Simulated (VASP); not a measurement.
C:

```
C
1.0
     0.00000    1.77745    1.77745
     1.77745    0.00000    1.77745
     1.77745    1.77745    0.00000
C
2
Direct
  0.50000 0.50000 0.50000
  0.75000 0.75000 0.75000
```

This isn't the form of C at room conditions, which is graphite.

Base run:

| Quantity | Value |
| --- | --- |
| Program | VASP 6.6.1 |
| Functional | PBEsol |
| Potentials or basis | VASP PAW PBE potentials, release 64 (C) |
| Cutoff | 520 eV |
| k mesh | 16 × 16 × 16 |
| Occupations | gaussian, width 0.02 eV |
| Spin | no spin polarisation |

Its results: band gap on the k mesh 4.03 eV, indirect (least direct gap 5.57 eV); pressure 0.7 GPa.

After a change of settings the same cell gave: band gap on the k mesh 4.37 eV, indirect (least direct gap 5.86 eV); pressure 3.2 GPa. Which change was it?
A. cutoff from 520 eV to 700 eV; k mesh from 16 × 16 × 16 to 12 × 12 × 12
B. functional from PBEsol to r2SCAN; k mesh from 16 × 16 × 16 to 12 × 12 × 12
C. k mesh from 16 × 16 × 16 to 12 × 12 × 12; occupations from gaussian, width 0.02 eV to gaussian, width 0.5 eV
D. potentials or basis from VASP PAW PBE potentials, release 64 (C) to VASP PAW PBE potentials, release 64 (C_h); cutoff from 520 eV to 900 eV; k mesh from 16 × 16 × 16 to 12 × 12 × 12

B.

Caveats: the PAW data sets were made with another functional, which shifts forces and pressure a little.

Not every run made on this cell is shown here.
